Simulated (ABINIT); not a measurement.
# MgO (Fm-3m): G0W0 in ABINIT against the bands in the screening

How does the gap of MgO (Fm-3m) converge in the bands in the screening?

Program: ABINIT 10.8.3. Level of theory: PBE and many-body steps on it, plane waves. Results are calculated unless marked as measured.

Most raw output is cut from this account.

### 1. The structure

The structure is cubic, space group Fm-3m (No. 225). The conventional cell has a = 4.194 Å, b = 4.194 Å, c = 4.194 Å, α = 90.00°, β = 90.00°, γ = 90.00°. Nearest to Mg lie 6 O at 2.10 Å. O has 6 Mg at 2.10 Å nearest. Farther neighbours and most contacts between anions are not listed.

The cell and positions are those that the Materials Project relaxed with its own functionals (PBE, PBE+U or r2SCAN), kept fixed.

### 2. Screening, 6×6×6 mesh, 16 bands, screening to 261.2 eV

This step: ABINIT 10.8.3; RPA screening on PBE, plane waves, norm-conserving pseudopotentials.

The RPA dielectric matrix is built and inverted for each q.

Contents of run.abi:

```
acell 3*1.0 Angstrom
rprim 
  -0.000000000000 2.097001392700 2.097001392700
  2.097001392700 0.000000000000 2.097001392700
  2.097001392700 2.097001392700 0.000000000000
ntypat 2
znucl 12 8
natom 2
typat 1 2
xred 
  0.000000000000 0.000000000000 0.000000000000
  0.500000000000 0.500000000000 0.500000000000
pp_dirpath "pseudos"
pseudos "Mg.upf, O.upf"
ecut 38
ngkpt 6 6 6
nshiftk 1
shiftk 0 0 0
kptopt 1
chksymbreak 0
istwfk *1
occopt 1
irdwfk 1
optdriver 3
nband 16
ecuteps 9.6
inclvkb 2
awtr 1
symchi 1
indata_prefix "in"
outdata_prefix "out"
tmpdata_prefix "tmp"
```

Started as:

```sh
$ OMP_NUM_THREADS=1 mpirun -n 8 abinit run.abi > log
```

It took 3.8 s on 8 MPI ranks of Intel Xeon 6975P-C (Granite Rapids), shared host; peak memory 0.95 GiB.

Numbers from this step:

```yaml
eps_infinity_with_local_fields_on_this_mesh_along_the_program_s_q_direction: 2.94
the_same_without_local_fields: 3.123
plasma_frequency: 34.59 eV
plane_waves_in_the_screening_matrix: 169
```

Local fields lower ε∞ by 6 %.

### 3. 16 bands

This step: G0W0 on PBE, plane waves, norm-conserving pseudopotentials.

run.abi: that of step 2 with these lines changed.

```diff
@@ -23,8 +23,15 @@
 irdwfk 1
-optdriver 3
-nband 16
+optdriver 4
+nband 92
+gwcalctyp 0
+ecutsigx 38
+symsigma 1
+nkptgw 1
+kptgw 
+  0.0000000000 0.0000000000 0.0000000000
+bdgw 
+  6 12
 ecuteps 9.6
-inclvkb 2
-awtr 1
-symchi 1
+irdscr 1
+ppmodel 1
 indata_prefix "in"
```

Wall time 3 s (8 MPI ranks); peak memory 0.16 GiB.

This step gave:

```yaml
g0w0_gap_on_the_points_computed: 7.408 eV
starting_gap_on_the_mesh: 4.895 eV
k_of_the_valence_top: 0, 0, 0
k_of_the_conduction_bottom: 0, 0, 0
z_at_the_valence_top: 0.799
z_at_the_conduction_bottom: 0.851
least_direct_g0w0_gap_on_the_computed_points: 7.408 eV
```

### 4. Screening, 6×6×6 mesh, 27 bands, screening to 261.2 eV

This step: RPA screening on PBE, plane waves, norm-conserving pseudopotentials.

run.abi: that of step 3 with these lines changed.

```diff
@@ -23,15 +23,8 @@
 irdwfk 1
-optdriver 4
-nband 92
-gwcalctyp 0
-ecutsigx 38
-symsigma 1
-nkptgw 1
-kptgw 
-  0.0000000000 0.0000000000 0.0000000000
-bdgw 
-  6 12
+optdriver 3
+nband 27
 ecuteps 9.6
-irdscr 1
-ppmodel 1
+inclvkb 2
+awtr 1
+symchi 1
 indata_prefix "in"
```

Elapsed: 8.9 s, on 8 MPI ranks; peak memory 0.99 GiB; 69 s of CPU time.

This step gave:

| Quantity | Value |
| --- | --- |
| ε∞ with local fields, on this mesh, along the program's q direction | 2.983 |
| the same without local fields | 3.198 |
| plasma frequency | 34.59 eV |
| plane waves in the screening matrix | 169 |

### 5. 27 bands

The self-energy is evaluated for the states that the input lists, and the levels follow from it, in one-shot runs by the linearised quasiparticle equation.

This step: G0W0 on PBE, plane waves, norm-conserving pseudopotentials.

run.abi: that of step 4 with these lines changed.

```diff
@@ -23,8 +23,15 @@
 irdwfk 1
-optdriver 3
-nband 27
+optdriver 4
+nband 92
+gwcalctyp 0
+ecutsigx 38
+symsigma 1
+nkptgw 1
+kptgw 
+  0.0000000000 0.0000000000 0.0000000000
+bdgw 
+  6 12
 ecuteps 9.6
-inclvkb 2
-awtr 1
-symchi 1
+irdscr 1
+ppmodel 1
 indata_prefix "in"
```

The job ended after 3.1 s (8 MPI ranks; peak memory 0.83 GiB).

This step gave:

| Property | Result |
| --- | --- |
| G0W0 gap on the points computed | 7.232 eV |
| starting gap on the mesh | 4.895 eV |
| k of the valence top | 0, 0, 0 |
| k of the conduction bottom | 0, 0, 0 |
| Z at the valence top | 0.805 |
| Z at the conduction bottom | 0.853 |
| least direct G0W0 gap on the computed points | 7.232 eV |

The gap on the mesh goes from 4.89 eV to 7.23 eV, a correction of +2.34 eV.

### 6. Screening, 6×6×6 mesh, 92 bands, screening to 261.2 eV

This step: RPA screening on PBE, plane waves, norm-conserving pseudopotentials.

run.abi: that of step 5 with these lines changed.

```diff
@@ -23,15 +23,8 @@
 irdwfk 1
-optdriver 4
+optdriver 3
 nband 92
-gwcalctyp 0
-ecutsigx 38
-symsigma 1
-nkptgw 1
-kptgw 
-  0.0000000000 0.0000000000 0.0000000000
-bdgw 
-  6 12
 ecuteps 9.6
-irdscr 1
-ppmodel 1
+inclvkb 2
+awtr 1
+symchi 1
 indata_prefix "in"
```

Wall time 27 s (8 MPI ranks); peak memory 1.3 GiB.

Numbers from this step:

* ε∞ with local fields, on this mesh, along the program's q direction: 3.016
* the same without local fields: 3.236
* plasma frequency: 34.59 eV
* plane waves in the screening matrix: 169

### 7. 92 bands

This step: G0W0 on PBE, plane waves, norm-conserving pseudopotentials.

run.abi: that of step 6 with these lines changed.

```diff
@@ -23,8 +23,15 @@
 irdwfk 1
-optdriver 3
+optdriver 4
 nband 92
+gwcalctyp 0
+ecutsigx 38
+symsigma 1
+nkptgw 1
+kptgw 
+  0.0000000000 0.0000000000 0.0000000000
+bdgw 
+  6 12
 ecuteps 9.6
-inclvkb 2
-awtr 1
-symchi 1
+irdscr 1
+ppmodel 1
 indata_prefix "in"
```

The job ended after 3.1 s (8 MPI ranks; peak memory 0.83 GiB; 23 s of CPU time).

Numbers from this step:

```yaml
g0w0_gap_on_the_points_computed: 7.201 eV
starting_gap_on_the_mesh: 4.895 eV
k_of_the_valence_top: 0, 0, 0
k_of_the_conduction_bottom: 0, 0, 0
least_direct_g0w0_gap_on_the_computed_points: 7.201 eV
```

Against the run before, the gap moves by −0.031 eV.

### 8. Screening, 6×6×6 mesh, 204 bands, screening to 261.2 eV

This step: RPA screening on PBE, plane waves, norm-conserving pseudopotentials.

run.abi: that of step 7 with these lines changed.

```diff
@@ -23,15 +23,8 @@
 irdwfk 1
-optdriver 4
-nband 92
-gwcalctyp 0
-ecutsigx 38
-symsigma 1
-nkptgw 1
-kptgw 
-  0.0000000000 0.0000000000 0.0000000000
-bdgw 
-  6 12
+optdriver 3
+nband 204
 ecuteps 9.6
-irdscr 1
-ppmodel 1
+inclvkb 2
+awtr 1
+symchi 1
 indata_prefix "in"
```

The job ended after 58 s (8 MPI ranks; peak memory 1.9 GiB; 7.6 min of CPU time).

Numbers from this step:

| Quantity | Value |
| --- | --- |
| ε∞ with local fields, on this mesh, along the program's q direction | 3.020 |
| the same without local fields | 3.239 |
| plasma frequency | 34.59 eV |
| plane waves in the screening matrix | 169 |

### 9. 204 bands

This step: G0W0 on PBE, plane waves, norm-conserving pseudopotentials.

run.abi: that of step 8 with these lines changed.

```diff
@@ -23,8 +23,15 @@
 irdwfk 1
-optdriver 3
-nband 204
+optdriver 4
+nband 92
+gwcalctyp 0
+ecutsigx 38
+symsigma 1
+nkptgw 1
+kptgw 
+  0.0000000000 0.0000000000 0.0000000000
+bdgw 
+  6 12
 ecuteps 9.6
-inclvkb 2
-awtr 1
-symchi 1
+irdscr 1
+ppmodel 1
 indata_prefix "in"
```

Wall time 3 s (8 MPI ranks); peak memory 0.16 GiB; 22 s of CPU time.

Numbers from this step:

| Item | Value |
| --- | --- |
| G0W0 gap on the points computed | 7.203 eV |
| starting gap on the mesh | 4.895 eV |
| k of the valence top | 0, 0, 0 |
| k of the conduction bottom | 0, 0, 0 |
| least direct G0W0 gap on the computed points | 7.203 eV |

Against the run before, the gap moves by +0.002 eV.

### 10. Side by side

Times are wall times on 8 MPI ranks of Intel Xeon 6975P-C (Granite Rapids), shared host, good to a factor of about two. A run's time includes the screening step that it read.

| run | mesh | bands | screening cutoff (eV) | DFT gap (eV) | gap on the mesh (eV) | direct (eV) | ε∞ used | time |
| --- | --- | --- | --- | --- | --- | --- | --- | --- |
| 16 bands | 6×6×6 | 92 | 261.2 | 4.895 | 7.408 | 7.408 | 2.94 | 6.8 s |
| 27 bands | 6×6×6 | 92 | 261.2 | 4.895 | 7.232 | 7.232 | 2.98 | 12 s |
| 92 bands | 6×6×6 | 92 | 261.2 | 4.895 | 7.201 | 7.201 | 3.02 | 30 s |
| 204 bands | 6×6×6 | 92 | 261.2 | 4.895 | 7.203 | 7.203 | 3.02 | 61 s |

### 11. What came out

| Property | Result |
| --- | --- |
| 16 bands | 7.408 eV |
| 27 bands | 7.232 eV |
| 92 bands | 7.201 eV |
| 204 bands | 7.203 eV |
| known limits | not at the basis limit |

The setting moved: bands in the screening. From 16 bands to 204 bands the gap moves by −0.20 eV, for 8.8 times the time. It holds to 0.03 eV from 27 bands on. Bands and screening cutoff are coupled, so a series along one setting does not show full convergence. Bands and cutoff are finite, so the gap is not at the basis limit. The miss can reach some tenths of an eV and take either sign; the mesh is an error of its own. In the G0W0 runs levels were corrected at 1 k point alone, so a gap called «on the mesh» is the least over those, and an edge elsewhere would be missed.

[Paths, hosts, dates, memory and timing lines, banners, echoed tables and standing remarks are left out of the program output.]

[Logs are printed without paths, hosts, clocks, repeated set-up lines and the standing remarks that a program may print on its own settings, such as how far it seeks lower states.]

[Runs of the session that timed out or met a known fault of the program may be left out.]

[Hosts, paths, dates, database ids (printed as entryN), source tags and the programs' standing remarks are cut or masked in the printed files.]

[G0W0 gaps are taken among the corrected bands and points alone; a level outside them can change the order at an edge.]

[Where Ansatz stands beside ABINIT at settings called matched, ABINIT's density can come from a denser mesh and the files from another edition; pairs whose starting gaps differed by over 0.03 eV were left out, so agreement reads better than it is.]
